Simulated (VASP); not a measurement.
P under changes of volume

One of the cells (16.134 Å³/atom); the others are scaled copies at fixed shape and fractional positions:

```
CELL_PARAMETERS angstrom
-1.70271 2.53182 1.87126
1.70271 -2.53182 1.87126
1.70271 2.53182 -1.87126
ATOMIC_POSITIONS crystal
P 0.69669 0.94669 0.75000
P 0.30331 0.05331 0.25000
```

This isn't the form of P at room conditions, which is orthorhombic.

* Program: VASP 6.6.1
* Functional: PBE
* Potentials or basis: VASP PAW PBE potentials, release 64 (P)
* Cutoff: 520 eV
* k mesh: 11 × 11 × 11
* Occupations: fermi-dirac, width 0.05 eV
* Spin: no spin polarisation

```tsv
volume (Å³/atom)	energy over the lowest point (meV/atom)	pressure (GPa)	largest force (eV/Å)
14.868	37.62	9.6	0.800
15.185	21.15	7.0	0.632
15.501	?	?	?
16.134	0.00	0.4	0.182
16.450	0.88	-1.3	0.044
16.767	5.07	-2.9	0.085
```

What does the run at 15.501 Å³/atom give?

Energy over the lowest point 9.72 meV/atom; pressure 4.6 GPa; largest force 0.475 eV/Å.

Worked out: A Birch-Murnaghan fit of order 3 (a polynomial in V^(-2/3)) to the other rows has its minimum at 16.21 Å³/atom with B0 = V·E''(V) = 93 GPa and B' = 4.2 at fixed shape and positions, which overstates the stiffness. It gives 9.74 meV/atom at 15.501 Å³/atom, against the run's 9.72, and -dE/dV = 4.6 GPa, against 4.6.

Energies are extrapolated to zero smearing.
